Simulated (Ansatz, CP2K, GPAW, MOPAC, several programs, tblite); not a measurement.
# What each method gives for PbO (h-MgO type)

PbO, h-MgO type, relaxed with r2SCAN in Ansatz, was computed with several methods. It is hexagonal, P6_3/mmc (No. 194); conventional cell a = 4.260 Å, c = 5.277 Å, 20.74 Å³ an atom. Pb has 5 O at 2.46–2.64 Å; O has 5 Pb at 2.46–2.64 Å. The structure was generated, not taken from experiment, and needn't be the ground state; spin polarisation is off.

```yaml
crystal:
  lattice:
    - [4.26033, 0.00000, 0.00000]
    - [-2.13016, 3.68955, 0.00000]
    - [0.00000, 0.00000, 5.27676]
  atoms:
    - { symbol: Pb, position: [0.33333, 0.66667, 0.25000] }
    - { symbol: Pb, position: [0.66667, 0.33333, 0.75000] }
    - { symbol: O, position: [0.66667, 0.33333, 0.25000] }
    - { symbol: O, position: [0.33333, 0.66667, 0.75000] }
```

Gaps and times are for a single point on this cell; volume and bulk modulus come from each method's own relaxation or energy curve at fixed shape, which is too stiff where a cell has free coordinates or axes. Times are rough, from shared hosts (Arm Neoverse V2), and each method has its own mesh and cell size. A double dagger marks a value from a curve with shape and coordinates held. PM6 (MOPAC), PM7 (MOPAC), GFN1-xTB (tblite), GFN2-xTB (tblite) treat a cluster of cells at its zone centre, which samples few k points: where these miss a band edge, the gap comes out too large for that reason alone. Gaps from k meshes are read at a limited set of points (mesh, symmetry points, PBE's band edges), so each method's own least gap may be somewhat smaller. xTB and the PM methods were fitted mostly to molecules, and can miss a solid's gap by electronvolts. Minimal bases can be far off for gaps. Curves at held shape can't give the bulk modulus of a layered or molecular crystal, so none is listed. GLLB-SC's gap includes the derivative discontinuity. d marks a direct gap, i an indirect one (no mark: not told apart), a dash a value that wasn't computed or didn't pass its checks.

```json
{"method": "light PBE (260 eV and a coarse mesh)", "kind": "light plane-wave", "gap (eV)": "1.22 d", "own volume (Å³/atom)": "–", "bulk modulus (GPa)": "–", "atoms computed": "4", "processor time": "1.3 s"}
{"method": "GFN1-xTB (tblite)", "kind": "tight binding", "gap (eV)": "2.17", "own volume (Å³/atom)": "20.07‡", "bulk modulus (GPa)": "–", "atoms computed": "72", "processor time": "1.4 s"}
{"method": "PM7 (MOPAC)", "kind": "semi-empirical", "gap (eV)": "8.06", "own volume (Å³/atom)": "–", "bulk modulus (GPa)": "–", "atoms computed": "72", "processor time": "2.9 s"}
{"method": "PM6 (MOPAC)", "kind": "semi-empirical", "gap (eV)": "7.01", "own volume (Å³/atom)": "–", "bulk modulus (GPa)": "–", "atoms computed": "72", "processor time": "3 s"}
{"method": "GFN2-xTB (tblite)", "kind": "tight binding", "gap (eV)": "1.79", "own volume (Å³/atom)": "–", "bulk modulus (GPa)": "–", "atoms computed": "72", "processor time": "4.1 s"}
{"method": "PBE", "kind": "semilocal", "gap (eV)": "1.28 d", "own volume (Å³/atom)": "21.39", "bulk modulus (GPa)": "–", "atoms computed": "4", "processor time": "8.1 s"}
{"method": "PBE/SZV (CP2K)", "kind": "small basis", "gap (eV)": "0.74 d", "own volume (Å³/atom)": "22.02‡", "bulk modulus (GPa)": "–", "atoms computed": "4", "processor time": "8.4 s"}
{"method": "PBE/single zeta (GPAW)", "kind": "small basis", "gap (eV)": "0.92 d", "own volume (Å³/atom)": "–", "bulk modulus (GPa)": "–", "atoms computed": "4", "processor time": "13 s"}
{"method": "PBE/DZVP (CP2K)", "kind": "small basis", "gap (eV)": "1.17 d", "own volume (Å³/atom)": "21.57‡", "bulk modulus (GPa)": "–", "atoms computed": "4", "processor time": "18 s"}
{"method": "r2SCAN", "kind": "semilocal", "gap (eV)": "1.57 i", "own volume (Å³/atom)": "20.74", "bulk modulus (GPa)": "–", "atoms computed": "4", "processor time": "22 s"}
{"method": "GLLB-SC (GPAW)", "kind": "model potential", "gap (eV)": "2.55", "own volume (Å³/atom)": "–", "bulk modulus (GPa)": "–", "atoms computed": "4", "processor time": "24 s"}
```

Against r2SCAN (1.57 eV) and with closed or daggered gaps left aside, the nearest gap at the points sampled is that of GFN2-xTB (tblite) (+0.22 eV) and the farthest that of PM7 (MOPAC) (+6.49 eV). r2SCAN is only a yardstick of convenience: semilocal gaps usually lie below measured ones, which GLLB-SC and hybrids aim to mend.

Volumes against r2SCAN's: PBE +3.2 %.

Spin-orbit coupling is left out; in compounds of Pb, Bi, Tl or Hg it can lower a gap by up to about 1 eV, split its edges or invert the bands.
